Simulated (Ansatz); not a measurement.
**SiO2 (Fm-3m): G0W0 and the starting functional**

```yaml
crystal:
  lattice:
    - [0.00000, 2.19538, 2.19538]
    - [2.19538, 0.00000, 2.19538]
    - [2.19538, 2.19538, 0.00000]
  atoms:
    - { symbol: Si, position: [0.00000, 0.00000, 0.00000] }
    - { symbol: O, position: [0.25000, 0.25000, 0.25000] }
    - { symbol: O, position: [0.75000, 0.75000, 0.75000] }
```

Held fixed (Ansatz):

| Quantity | Value |
| --- | --- |
| datasets | soft PAW set, first generation |
| k mesh | 4×4×4 |
| empty bands | 136 |
| response cutoff | 200 eV |
| frequencies | contour deformation |
| q → 0 term | analytic weight of Carrier, Rohra and Görling |
| band sums | cut at the band count |

The gap is read direct at k = (0, -0.5, -0.5), linearised, between the Kohn-Sham band edges among the points solved. ε∞ is the electronic dielectric constant on this mesh. Wave cutoffs: 420, 500 eV in the order of the table.

```json
{"orbitals": "PBE", "KS gap (eV)": "2.17", "G0W0 gap (eV)": "3.91", "ε∞": "3.8"}
{"orbitals": "r²SCAN", "KS gap (eV)": "2.83", "G0W0 gap (eV)": "?", "ε∞": "?"}
```

Problem. Fill in the row for r²SCAN.

Solution. G0W0 gap 4.14 eV, ε∞ 3.5.

Soft PAW datasets can miss an all-electron G0W0 gap by more than 5 %. The cell is a model at fixed atoms and needn't be the relaxed known crystal. The PAW or pseudopotential files were made with PBE. Points k are given in fractions of the reciprocal vectors. The mesh is coarse, so these are values at the stated settings, not converged ones. Band sums or response are cut, so the gap isn't at its basis limit. The gap is read on the mesh, and the crystal's band edges can lie off it. With r²SCAN or HSE06 the Kohn-Sham levels are generalised ones.
